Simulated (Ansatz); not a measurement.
A run of Ansatz 0.2.0 is set up as follows.

The input input.yaml:

```yaml
crystal:
  lattice:
    - [3.63737667, 0.0, 0.0]
    - [0.0, 3.63737667, 0.0]
    - [0.0, 0.0, 3.63737667]
  atoms:
    - { symbol: Cu, position: [0.0, 0.5, 0.5] }
    - { symbol: Cu, position: [0.5, 0.0, 0.5] }
    - { symbol: Cu, position: [0.5, 0.5, 0.0] }
    - { symbol: Al, position: [0.0, 0.0, 0.0] }
hamiltonian:
  xc: pbesol
  pseudopotentials: { kind: paw }
kpoints:
  mp_grid: { grid: [6, 6, 6] }
scf:
  occupations: { method: fermi_dirac, width: 0.05 }
output:
  forces: true
  stress: true
elastic:
  mode: relaxed_ion
  stencil: two_point
```

Potentials or basis: Ansatz PAW.

Run with:

```sh
$ ansatz run input.yaml --threads 2 --pin off --max-ram 5632MiB --backend cpu --events-out ev --progress --plain --runs-dir out
```

Predict the elastic constants C11, C12, C44.

186, 132, 105 GPa.

What does it give for the Voigt bulk modulus?

150 GPa.

Predict the pressure.

-0.7 GPa.

What does it give for the band gap on the k mesh?

None (metal or under the smearing width).

Elastic tensor in Voigt notation (GPa, in the Cartesian axes of the cell as first typed):
```
186 132 132   0   0   0
132 186 132   0   0   0
132 132 186   0   0   0
  0   0   0 105   0   0
  0   0   0   0 105   0
  0   0   0   0   0 105
```

Caveat: elastic constants of metals need much finer meshes, so these are rough; the PAW data sets come from PBE, with cores solved anew for the run's functional, which leaves a small shift of forces and pressure.
